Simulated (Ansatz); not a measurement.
# Equation of state of yttrium, fcc

Level of theory: Ansatz 0.2.0, DFT, RPBE, plane waves (420 eV) with PAW, scalar-relativistic. The PAW files were generated under PBE, with cores re-solved for the functional.

The cell is scaled uniformly from the relaxed one, with fractional coordinates and shape fixed. Energies are extrapolated to zero smearing, pressures are those at the given smearing. Magnetic state: spin not included.

| V (Å³/atom) | E − E₀ (meV/atom) | P (GPa) |
| --- | --- | --- |
| 29.865 | 59.8 | 5.58 |
| 31.223 | 23.8 | 3.39 |
| 32.580 | 4.8 | 1.56 |
| 33.938 | 0.1 | 0.01 |
| 35.295 | 7.5 | -1.30 |
| 36.653 | 24.9 | -2.41 |
| 38.010 | 51.0 | -3.36 |

Q: Fit a third-order Birch-Murnaghan equation.

A: V₀ = 33.75 Å³/atom, B₀ = 36 GPa, B₀′ = 3.2.
